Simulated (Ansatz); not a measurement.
Method: DFT PBE, scalar-relativistic, plane waves, PAW in Ansatz. Settings: cutoff 420 eV, Γ-centred meshes spaced at most about 0.3 Å⁻¹ (2π included), Gaussian smearing. No spin polarisation in the final relaxations.

All energies are static (0 K, no zero-point motion).

Two relaxed structures of BaTiO3:

A.

```cif
data_structure
_symmetry_space_group_name_H-M 'R3m:H'
_symmetry_Int_Tables_number 160
_cell_length_a 5.7258
_cell_length_b 5.7258
_cell_length_c 7.0690
_cell_angle_alpha 90.000
_cell_angle_beta 90.000
_cell_angle_gamma 120.000
_cell_volume 200.71
loop_
_atom_site_label
_atom_site_type_symbol
_atom_site_symmetry_multiplicity
_atom_site_Wyckoff_symbol
_atom_site_fract_x
_atom_site_fract_y
_atom_site_fract_z
_atom_site_occupancy
Ba1 Ba 3 a 0.33333 0.66667 0.67168 1
Ti1 Ti 3 a 0.33333 0.66667 0.18583 1
O1 O 9 b 0.17019 0.34038 0.31817 1
```

B.

```cif
data_structure
_symmetry_space_group_name_H-M 'P4mm'
_symmetry_Int_Tables_number 99
_cell_length_a 3.9854
_cell_length_b 3.9854
_cell_length_c 4.2015
_cell_angle_alpha 90.000
_cell_angle_beta 90.000
_cell_angle_gamma 90.000
_cell_volume 66.74
loop_
_atom_site_label
_atom_site_type_symbol
_atom_site_symmetry_multiplicity
_atom_site_Wyckoff_symbol
_atom_site_fract_x
_atom_site_fract_y
_atom_site_fract_z
_atom_site_occupancy
Ba1 Ba 1 a 0.00000 0.00000 0.98635 1
Ti1 Ti 1 b 0.50000 0.50000 0.46910 1
O1 O 1 b 0.50000 0.50000 0.03783 1
O2 O 2 c 0.50000 0.00000 0.51736 1
```

Question: Which form is favoured at zero pressure, and by what margin per atom?

Answer: They are level within the accuracy (3 meV/atom apart, with A the lower in these runs). A has space group R3m (No. 160), 13.4 Å³/atom and a gap of 2.63 eV on its mesh; B has space group P4mm (No. 99), 13.3 Å³/atom and a gap of 1.84 eV. Counting O atoms around Ba and Ti (those within 1.25 times the shortest such distance or 1.15 times the sum of covalent radii, 1.27 where that leaves under three; a plus sign parts nearer from farther groups), A has Ba 12, Ti 3+3 and B has Ba 12, Ti 1+4+1. Origin: A is a cell as deposited in COD, relaxed; B is a cell as deposited in COD, relaxed.

Kohn–Sham gaps at this level usually fall short of measured ones.
